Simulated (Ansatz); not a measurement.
**Stress against strain in TiC**

```
CELL_PARAMETERS angstrom
0.00000 2.16400 2.16400
2.16400 0.00000 2.16400
2.16400 2.16400 0.00000
ATOMIC_POSITIONS crystal
Ti 0.00000 0.00000 0.00000
C 0.50000 0.50000 0.50000
```

Atom numbers follow the list: Ti1, C2.

The cell is COD entry 9012564, as deposited and not checked against the literature; nothing was relaxed.

Method: DFT, PBE, all-electron LAPW, scalar-relativistic in Ansatz 0.2.0.

The runs use a Γ-centred 16×16×16 k mesh, Fermi–Dirac smearing of 0.03 eV, basis error target 1 meV/atom, no spin polarisation.

The strain is applied along the Cartesian axes of the cell as listed (γ is the engineering shear, twice εxy = εyz = εzx). Fractional coordinates are held (clamped ions).

σ is the change of stress from the unstrained cell, which is at 0.84 GPa; tension is positive, so slopes are stress–strain coefficients at that pressure. In a metal the k mesh adds noise.

Only quantities that a quadratic follows smoothly over the whole series are listed; rougher ones are left out.

| γ | σxy (GPa) |
| --- | --- |
| -0.0300 | -4.79 |
| -0.0200 | -3.14 |
| -0.0100 | -1.54 |
| 0.0000 | 0.00 |
| 0.0200 | 3.39 |
| 0.0300 | 5.25 |

(1) Fit the series and read off the stiffness at zero strain.

(2) One run, at γ = 0.0100, is withheld. Predict its row.

Answers

(1) Least-squares fits y = p0 + p1 x + p2 x² to the rows give σxy (GPa): p1 = 166, p2 = 210. So C44 (clamped ions) = 166 GPa.

(2) The fits give 1.72; the run gave 1.63.
